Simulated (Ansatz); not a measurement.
**One relaxed cell of InAgTe₂ at several levels**

A database entry relaxed whole under r2SCAN at zero pressure (I-42d, No. 122):

```
In Ag Te
1.0
    -3.26041    3.26041    6.41750
     3.26041   -3.26041    6.41750
     3.26041    3.26041   -6.41750
In Ag Te
2 2 4
Cartesian
  0.0000 0.0000 6.4175
  3.2604 0.0000 3.2088
  0.0000 0.0000 0.0000
  0.0000 3.2604 3.2088
  1.6102 1.6302 1.6044
  1.6302 4.9107 -1.6044
  1.6502 1.6302 8.0219
  1.6302 -1.6502 4.8131
```

Its volume is 34.11 Å³ an atom, +3.3 % against the entry's 33.02, a cell as deposited in COD (1986).

Single points on this cell with plane-wave PAW DFT (Ansatz 0.2.0; r2SCAN 500 eV, hybrids 420 eV; fermi-dirac occupations of width 0.020 eV; no moments): r2SCAN on a 6×6×6 Γ-centred mesh; r2SCAN with spin-orbit coupling on a 4×4×4 Γ-centred mesh.

How do gap, pressure and charges move from level to level?

The runs give:

```
                          level  gap (eV), or kind  pressure (GPa)  Bader charge of In (e)  Bader charge of Ag (e)  Bader charge of Te (e)
                         r2SCAN               0.54             0.0                   +0.84                   +0.16                   -0.50
r2SCAN with spin-orbit coupling               0.36             0.0                   +0.83                   +0.16                   -0.49
```

Under r2SCAN the gap is 0.54 eV, over mesh and band path. Spin-orbit coupling moves the r2SCAN gap by -0.18 eV.

Caveats: the relaxation kept the start's symmetry; pressure is positive in compression.
